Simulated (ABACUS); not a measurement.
# PbS: equation of state with PBEsol

The system is PbS.

```xyz
4
Lattice="2.0800 -5.9913 0.0000 2.0800 5.9913 0.0000 0.0000 0.0000 4.2793" Properties=species:S:1:pos:R:3 pbc="T T T"
Pb    2.0800    4.4268    1.0698
Pb    2.0800   -4.4268    3.2095
S     2.0800    1.7399    1.0698
S     2.0800   -1.7399    3.2095
```

Measurements of this composition are mostly on another form, of space group No. 225.

```json
{
 "Program": "ABACUS 3.10.1",
 "Task": "equation of state",
 "Functional": "PBEsol",
 "Potentials or basis": "PseudoDojo NC SR 0.4.1 PBEsol standard",
 "Cutoff": "857 eV",
 "Density cutoff": "3429 eV",
 "Basis": "plane waves",
 "k mesh": "7 × 7 × 6",
 "Occupations": "fermi-dirac, width 0.05 eV",
 "Spin": "no spin polarisation"
}
```

* Equilibrium volume: 25.82 Å³/atom
* Bulk modulus at fixed shape and positions: 58 GPa
* Pressure derivative of the bulk modulus: 4.4

Energy against volume, from the lowest point:
```
volume (Å³/atom)  energy (meV/atom)
          25.064               3.85
          25.597               0.00
          26.130               0.33
          26.664               4.40
          27.197              11.82
          27.730              22.23
          28.263              35.31
```

All runs of the series together: 3.9 min on 4 threads of AMD EPYC 7R43 64-Core Processor (Zen 3), on a shared host.

Caveat: the cell was scaled at fixed shape and fractional positions, which overstates the stiffness of a crystal with free parameters, most of all of layers and chains. The run has no spin-orbit coupling, so splittings on Pb are missing.
